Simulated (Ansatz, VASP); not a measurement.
One calculation of TiC, two programs

The input INCAR:

```
SYSTEM = TiC
PREC = Accurate
ENCUT = 600
EDIFF = 1E-7
ISMEAR = -1
SIGMA = 0.05
LREAL = .FALSE.
LASPH = .TRUE.
NELM = 100
ALGO = Normal
ISIF = 3
LWAVE = .FALSE.
LCHARG = .FALSE.
GGA = RP
IVDW = 13
IBRION = 2
NSW = 60
EDIFFG = -0.01
```

Contents of KPOINTS:

```
Automatic mesh
0
G
  11 11 11
  0 0 0
```

Contents of POSCAR:

```
TiC
1.0
    0.0000000000      2.1657188437      2.1657188437
    2.1657188437      0.0000000000      2.1657188437
    2.1657188437      2.1657188437      0.0000000000
Ti C
1 1
Direct
    0.0000000000      0.0000000000      0.0000000000
    0.5000000000      0.5000000000      0.5000000000
```

Contents of input.yaml:

```yaml
crystal:
  lattice:
    - [0.0, 2.1657188437, 2.1657188437]
    - [2.1657188437, 0.0, 2.1657188437]
    - [2.1657188437, 2.1657188437, 0.0]
  atoms:
    - { symbol: Ti, position: [0.0, 0.0, 0.0] }
    - { symbol: C, position: [0.5, 0.5, 0.5] }
hamiltonian:
  xc: rpbe
  pseudopotentials: { kind: paw }
  dispersion: d4
kpoints:
  mp_grid: { grid: [11, 11, 11] }
scf:
  occupations: { method: fermi_dirac, width: 0.05 }
output:
  forces: true
  stress: true
relax:
  f_tol: 0.01
  max_steps: 40
  cell: { stress_tol: 0.05 }
```

The cell is a database's computed one.

Alike in both runs: task relaxation of cell and atoms; functional RPBE; dispersion D4; k mesh 11 × 11 × 11; occupations fermi-dirac, width 0.05 eV; no spin polarisation.

```csv
,VASP,Ansatz
version,VASP 6.6.1,Ansatz 0.2.0
potentials or method,"VASP PAW PBE potentials, release 64 (Ti_sv, C)",Ansatz PAW
plane-wave cutoff (eV),600,420
valence electrons in the cell,16,16
```

```tsv
	VASP	Ansatz	Ansatz less VASP
relaxed volume (Å³/atom)	9.92	9.92	-0.002
relaxed cell length with the largest relative difference (Å)	3.039	3.039	-0.0002
energy change over the relaxation (meV/atom)	-4	-4	0.0
```

Caveats: the PAW data sets were made with another functional, which shifts forces and pressure a little (VASP); pairwise dispersion overbinds metals, which lowers pressure and volume (VASP); the plane-wave basis is chosen anew once the cell has moved, so the energies of steps on either side of that aren't comparable (Ansatz); the PAW data sets come from PBE, with cores solved anew for the run's functional, which leaves a small shift of forces and pressure (Ansatz).
